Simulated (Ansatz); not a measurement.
## Mg2Sn (Fm-3m), phonons: input and output

Method: PBEsol, all-electron LAPW in Ansatz 0.2.0, scalar-relativistic.

Cell and atoms were relaxed beforehand by PAW with this functional.

Command:

```sh
ansatz run input.yaml --threads 2 --pin off --max-ram 6144MiB --backend cpu --events-out ev --progress --plain --runs-dir out
```

Input:

```yaml
crystal:
  lattice:
    - [0.0, 3.37329392179, 3.37329392179]
    - [3.37329392179, 0.0, 3.37329392179]
    - [3.37329392179, 3.37329392179, 0.0]
  atoms:
    - { symbol: Mg, position: [0.25, 0.25, 0.25] }
    - { symbol: Mg, position: [0.75, 0.75, 0.75] }
    - { symbol: Sn, position: [0.0, 0.0, 0.0] }
kpoints:
  mp_grid: { grid: [8, 8, 8] }
scf:
  occupations: { method: fermi_dirac, width: 0.05 }
hamiltonian:
  xc: pbesol
  pseudopotentials: { kind: all_electron, lapw: { basis_error: 0.001 } }
phonons:
  qmesh: [2, 2, 2]
  qpath:
    path:
      - [0.0, 0.0, 0.0]
      - [0.5, 0.0, 0.5]
      - [0.625, 0.25, 0.625]
      - [0.375, 0.375, 0.75]
      - [0.0, 0.0, 0.0]
      - [0.5, 0.5, 0.5]
      - [0.5, 0.25, 0.75]
      - [0.5, 0.0, 0.5]
    npoints: 6
  temperatures: { t_min: 0, t_max: 1000, t_step: 100 }
```

Output (shortened where marked):

```
Warning: RAYON_NUM_THREADS=2 ignored (pool sized by the plan → 2); use --threads N
LAPW: plane waves up to 7.207 Å⁻¹, error target 1.0e-3 eV per atom; small_component_spin mean_spin; Mg in spheres of 1.281 Å, 10 of its electrons in bands, Dirac shells []; Sn in spheres of 1.552 Å, 22 of its electrons in bands, ...
Engine: ansatz 0.2.0, aarch64-unknown-linux-gnu
Pseudopotentials: kind: all_electron
Pseudopotential: Mg, LAPW, valence charge 10, lapw/all_electron/scalar/gaussian/Mg, Koelling and Harmon's equation, gaussian nucleus
Pseudopotential: Sn, LAPW, valence charge 22, lapw/all_electron/scalar/gaussian/Sn, Koelling and Harmon's equation, gaussian nucleus
Functional definition: PBEsol
  exchange = pbesol_x
  correlation = pbesol_c
Crystal: 6 atoms, lattice volume = 153.540 Å³
Basis set: ecut = 197.88849169096665 eV, 999 PW (Γ), FFT grids on a1, a2, −a1+a2+a3, exchange–correlation at level 2
Bands: 52, of which v1, the nominal top of the filled ones, is band 42 counted from 1 (41 counted from 0)
Symmetry: 32 space group operations
k-points: 39 of 256
Non-local potential: Mg, projectors of the file, none
Non-local potential: Sn, projectors of the file, none
Initial density: superposition of atomic densities (chi_scale 0.1, normalization cell, long waves kept (reshape's long-wave potential 0.00 eV rms))
Initial wavefunctions: plane waves of lowest kinetic energy (no species holds an atomic orbital)
Functional: x = pbesol(κ = 0.804, μ = 0.12345679012345678), c = pbesol(β = 0.046)
iter 1 solved again at ethr=2.35e-3 eV; its pass at ethr=1.00e-1 eV (dr2=1.97e0 eV) is discarded
SCF iter   1: F=—  HF=-357790.456398 eV  |F-HF|=—  |Δ(HF+E_count)|=         —  Δρ=2.26e-2  dr2=1.97e0  ethr=2.35e-3  ⟨swp⟩=2.0  Hψ=13457  notcnv=0
preconditioner: auto → Resta (q_TF=auto, 2.467 Å⁻¹)  ε∞=3.6  [insulator: Δε(μ)=0.369 eV  Ē_g=7.496 eV  σ=0.050 eV  W_gap=0.95  n_scr=36 (ndim 8)  ℏωp=12.0 eV  f_vac=0.020  D(μ)=0.03/eV (n_scr^D=0)  ε∞_Penn≈3.6]
[... 95 lines left out ...]
Fermi energy:    7.855563 eV
--- Per-component energies (eV) ---
  E_band       = -2990.827811
  E_kinetic    = 375165.470801
  E_xc         = -10588.014183
  E_electrostatic = -722367.323667  (all electrons and nuclei)
  E_smearing   = -0.005832  (= −TS)
  E_closure    = 0.000000  (closes the sum)
  Σ components = -357789.872881   (vs F -357789.872881, Δ=0.00e0)
  Basis errors (estimates in eV, not in F): energy 3.7e-4 per atom: plane waves 3.5e-4 (2.0e-4 summed), levels above the bands 1.5e-42, relativity 5.9e-9, radial functions 2.3e-5, core shells 1.5e-9; eigenvalues (radial functions ...
--- Forces (eV/Å), atoms counted from 1 ---
  atom   1  Mg    -0.00000000    -0.00000000     0.00000000
  atom   2  Mg     0.00000000     0.00000000    -0.00000000
  atom   3  Sn     0.00000000     0.00000000    -0.00000000
  atom   4  Mg    -0.00000000    -0.00000000     0.00000000
  atom   5  Mg    -0.00000000     0.00000000    -0.00000000
  atom   6  Sn     0.00000000     0.00000000     0.00000000
  max |Σ_I F_I| component: 1.73e-18 eV/Å
--- Phonons: 5 displaced members + 2 references (amplitude of the first 0.01 Å, Σ member SCF iterations 33) ---
  ASR residual: 1.617e-3 → 0.000e0 eV/Å²; symmetrization residual: 2.673e-4 eV/Å²
  largest component of a force at the reference: 6.1e-18 eV/Å
  ASR residual per site (eV/Å²): 1.07e-4 1.07e-4 1.62e-3
  Γ frequencies (cm⁻¹): 0.00 0.00 0.00 190.44 190.44 190.44 215.11 215.11 215.11
--- Phonons (by wavevector): 3 wavevectors in 2 supercells ---
  supercell 1 (2 cells, vectors [1, 0, 0], [0, 1, -1], [0, 0, 2] in multiples of the cell's): 2 displaced members by 0.01 Å; free energy -357789.872881 eV; taken off its force constants: by the sum rule 2.8e-4, by the ...
  symmetry images taken by strict's conditions (phonons.symmetry_images: auto; settled by no image being taken that strict refuses)
  supercell 2 (2 cells, vectors [1, 0, 0], [0, 1, 0], [0, 0, 2] in multiples of the cell's): 3 displaced members by 0.01 Å; free energy -357789.872881 eV; taken off its force constants: by the sum rule 1.6e-3, by the ...
  symmetry images taken by strict's conditions (phonons.symmetry_images: auto; settled by no image being taken that strict refuses)
  q = [0.0000, 0.0000, 0.0000] (star 1, supercell 1; hermiticity 0.00e0, symmetrization 5.44e-5): -0.00 0.00 0.00 190.44 190.44 190.44 215.11 215.11 215.11
  q = [0.0000, 0.0000, -0.5000] (star 4, supercell 2; hermiticity 8.33e-17, symmetrization 5.30e-16): 49.31 49.31 113.22 194.93 194.93 196.34 205.30 205.30 249.97
  q = [0.0000, -0.5000, -0.5000] (star 3, supercell 1; hermiticity 5.10e-17, symmetrization 3.22e-16): 64.54 64.54 121.42 154.17 154.68 154.68 225.16 225.16 283.86
  joined force constants: q→R imaginary residual 2.96e-17
  density of states and harmonic sums: on the 16×16×16 q-mesh, interpolated from the force constants of a 2×2×2 supercell (no non-analytic term)
  largest difference from the sums on the solved wave vectors: F 6.88e-2 eV, S 1.01e-4 and C_V 3.23e-5 eV/K
```

The calculation finished and met its thresholds.

### Zone-centre phonons

Harmonic phonons of a crystal by Kohn-Sham DFT at the given cell, standard atomic masses, acoustic sum rule imposed; negative wavenumbers are unstable modes; optical zone-centre levels upwards with Mulliken labels, activity, and the element with most of the kinetic energy.

```
Point group : m-3m
```

| number | phonon wavenumber (cm⁻¹) | label | infrared | raman | lead element |
| --- | --- | --- | --- | --- | --- |
| 1 | 190.4 | T1u | yes | no | Mg |
| 2 | 215.1 | T2g | no | yes | Mg |

### Phonons on the q mesh

One row a degenerate set, branches counted upwards.

| Item | Value |
| --- | --- |
| Unstable phonons | no |

```tsv
point	q a (r.l.u.)	q b (r.l.u.)	q c (r.l.u.)	branch	phonon wavenumber (cm⁻¹)	degeneracy
Gamma	0	0	0	4	190.4	3
Gamma	0	0	0	7	215.1	3
L	0.5	0	0	1	49.3	2
L	0.5	0	0	3	113.2	1
L	0.5	0	0	4	194.9	2
L	0.5	0	0	6	196.3	1
L	0.5	0	0	7	205.3	2
L	0.5	0	0	9	250	1
X	0.5	0.5	0	1	64.5	2
X	0.5	0.5	0	3	121.4	1
X	0.5	0.5	0	4	154.2	1
X	0.5	0.5	0	5	154.7	2
X	0.5	0.5	0	7	225.2	2
X	0.5	0.5	0	9	283.9	1
```

**Harmonic thermodynamics**

Sums over wave vectors interpolated from the q mesh.

| Property | Result |
| --- | --- |
| Zero point energy | 29.97 meV/atom |

```tsv
temperature (K)	phonon heat capacity (k_B/atom)	phonon entropy (k_B/atom)	phonon free energy (meV/atom)
100	1.931	1.479	25.02
200	2.646	3.099	4.84
300	2.833	4.214	-26.93
400	2.904	5.04	-66.96
500	2.938	5.692	-113.3
600	2.957	6.229	-164.7
700	2.968	6.686	-220.4
800	2.975	7.083	-279.8
900	2.98	7.434	-342.4
1000	2.984	7.748	-407.8
```

Keep in mind: responses of metals move with mesh and smearing; activity by symmetry alone, a metal screens infrared modes; coarse q mesh.

Cost: 6.9 min on 2 threads of Arm Neoverse V2 (shared host), peak memory 1.3 GiB.
